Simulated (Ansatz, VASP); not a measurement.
One calculation of Ta, two programs

```
Ta
1.0
     4.62097    0.00000    0.00000
    -2.31048    4.00188    0.00000
     0.00000    0.00000    2.60413
Ta
3
Direct
  0.00000 0.00000 0.00000
  0.33333 0.66667 0.50000
  0.66667 0.33333 0.50000
```

Alike in both runs: functional LDA; k mesh 8 × 8 × 11; occupations fermi-dirac, width 0.08 eV; no spin polarisation.

Ansatz relaxed the structure, and its values are those at the end. VASP's run is a single point on that final structure, the one shown.

```csv
,VASP,Ansatz
version,VASP 6.6.1,Ansatz 0.2.0
potentials or method,"VASP PAW LDA potentials, release 64 (Ta_pv), cutoff 520 eV","all-electron LAPW, scalar-relativistic"
```

VASP gave:

```
pressure (GPa) : 22.6
```

Problem. Which values does Ansatz return?

Solution. Pressure (GPa): 21.0.

Ansatz ran all-electron here, so the differences hold the error of VASP's frozen core and of both bases.

Caveats: so large a pressure means that the cell lies far from this level's equilibrium, or that cutoff or potentials fall short (VASP). Spin-orbit coupling is left out, which matters for the levels of Ta.
